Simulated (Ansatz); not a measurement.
**One atom moved over a plane in MgS**

Computed with DFT PBE, scalar-relativistic, plane waves, PAW (Ansatz). Cutoff 420 eV, Γ-centred 6×6×4 k-points, Gaussian smearing of 0.05 eV. No spin polarisation. Energies are free energies at this smearing, counted from the undisturbed cell; pressure is positive in compression.

The undisturbed cell (as given, not relaxed at this level; it stands at 1.1 GPa; this wurtzite form isn't the usual structure):

```
Mg S
1.0
     4.03462    0.00000    0.00000
    -2.01731    3.49409    0.00000
     0.00000    0.00000    6.43229
Mg S
2 2
Direct
  0.66667 0.33333 0.49575
  0.33333 0.66667 0.99575
  0.33333 0.66667 0.37924
  0.66667 0.33333 0.87924
```

Atom 3 (S) is moved by p along (1.000, 0.000, 0.000) and q along (0.000, 1.000, 0.000) (Å), all else fixed. Points are written (p, q).

Energy above the undisturbed cell in eV/cell (a dash: not computed):

```csv
p \ q,-0.450,-0.225,0.000,0.225,0.450
-0.450,2.18,1.30,0.69,0.50,0.93
-0.225,0.82,–,0.16,–,–
0.000,0.41,–,0.00,–,0.99
0.225,0.82,–,0.16,–,–
0.450,2.18,1.30,0.69,0.50,0.93
```

Pressure in GPa:

```csv
p \ q,-0.450,-0.225,0.000,0.225,0.450
-0.450,9.3,6.2,3.9,3.1,4.8
-0.225,4.3,–,1.7,–,–
0.000,2.8,–,1.1,–,5.0
0.225,4.3,–,1.7,–,–
0.450,9.3,6.2,3.9,3.1,4.8
```

Gap on the k-mesh in eV:

```
 p \ q  -0.450  -0.225  0.000  0.225  0.450
-0.450    3.09    3.21   3.19   3.09   2.97
-0.225    3.13       –   3.37      –      –
 0.000    3.14       –   3.44      –   3.25
 0.225    3.13       –   3.37      –      –
 0.450    3.09    3.21   3.19   3.09   2.97
```